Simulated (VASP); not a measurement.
**SnO2 (Cassiterite): relaxation of cell and atoms with PBE**

Crystal: SnO2 (Cassiterite).

```
Sn O
1.0
     4.73800    0.00000    0.00000
     0.00000    4.73800    0.00000
     0.00000    0.00000    3.18650
Sn O
2 4
Direct
  0.50000 0.50000 0.50000
  0.00000 0.00000 0.00000
  0.80710 0.19290 0.50000
  0.69290 0.69290 0.00000
  0.19290 0.80710 0.50000
  0.30710 0.30710 0.00000
```

* Program: VASP 6.6.1
* Task: relaxation of cell and atoms
* Functional: PBE
* Potentials or basis: VASP PAW PBE potentials, release 64 (Sn_d, O)
* Cutoff: 600 eV
* k mesh: 6 × 6 × 8
* Occupations: fermi-dirac, width 0.05 eV
* Spin: no spin polarisation
* Further INCAR settings: ALGO = Normal; EDIFF = 1e-07; IBRION = 2; EDIFFG = -0.01; NSW = 60; ISIF = 3

- Relaxed volume: 12.61 Å³/atom
- Relaxed cell: a = 4.830 Å, b = 4.830 Å, c = 3.243 Å, α = 90.00°, β = 90.00°, γ = 90.00°
- Space group after relaxing (to 0.05 Å): P4_2/mnm (No. 136)
- Energy gained by relaxing: 23.7 meV/atom
- Ionic steps: 7
- Pressure after relaxing: 0.0 GPa
- Band gap on the k mesh: 0.64 eV, direct

Forces on the atoms (eV/Å):
```
Sn   0.000  0.000  0.000
Sn   0.000  0.000  0.000
O   -0.002  0.002  0.000
O    0.002  0.002  0.000
O    0.002 -0.002  0.000
O   -0.002 -0.002  0.000
```

The path:
| step | energy change (eV) | largest force (eV/Å) | pressure (GPa) | volume (Å³) |
| --- | --- | --- | --- | --- |
| 1 | 0.0000 | 0.2934 | 11.60 | 71.53 |
| 2 | 0.0628 | 0.3608 | -10.54 | 80.85 |
| 3 | -0.1403 | 0.0643 | -0.01 | 75.52 |
| 4 | -0.1403 | 0.0585 | 0.19 | 75.44 |
| 5 | -0.1420 | 0.0043 | 0.08 | 75.58 |
| 6 | -0.1421 | 0.0181 | 0.03 | 75.64 |
| 7 | -0.1422 | 0.0025 | -0.04 | 75.67 |

Final structure:
```
Sn O
1.0
     4.83041    0.00000    0.00000
     0.00000    4.83041    0.00000
     0.00000    0.00000    3.24290
Sn O
2 4
Direct
  0.50000 0.50000 0.50000
  0.00000 0.00000 0.00000
  0.80656 0.19344 0.50000
  0.69344 0.69344 0.00000
  0.19344 0.80656 0.50000
  0.30656 0.30656 0.00000
```

Levels at points of the mesh, in eV from the valence-band top:
```csv
k point,band 22,band 23,band 24,band 25,band 26,band 27,band 28,band 29,band 30,band 31
"(0.00, 0.00, 0.00)",-1.26,-1.26,-0.74,-0.74,0.00,0.64,5.66,6.04,6.04,10.08
"(0.50, 0.00, 0.00)",-1.89,-1.21,-1.21,-0.60,-0.60,3.85,3.85,6.78,6.78,10.38
"(0.50, 0.50, 0.00)",-1.87,-1.33,-1.33,-0.85,-0.85,4.24,4.24,7.13,7.13,10.46
"(0.00, 0.00, 0.50)",-2.57,-1.52,-1.52,-1.18,-1.18,5.55,5.55,9.34,9.34,10.28
"(0.50, 0.00, 0.50)",-1.66,-1.01,-1.01,-0.75,-0.75,5.81,5.81,7.59,7.59,10.54
"(0.50, 0.50, 0.50)",-2.43,-0.91,-0.91,-0.78,-0.78,4.32,4.32,8.60,8.60,10.53
```

It took 7.8 min on 1 thread of AMD EPYC 7R13 Processor (Zen 3), on a shared host, peak memory 0.24 GiB.

Caveat: spin-orbit coupling is left out, which moves the levels of the heavy elements. Zero-point motion and thermal expansion aren't in these numbers.
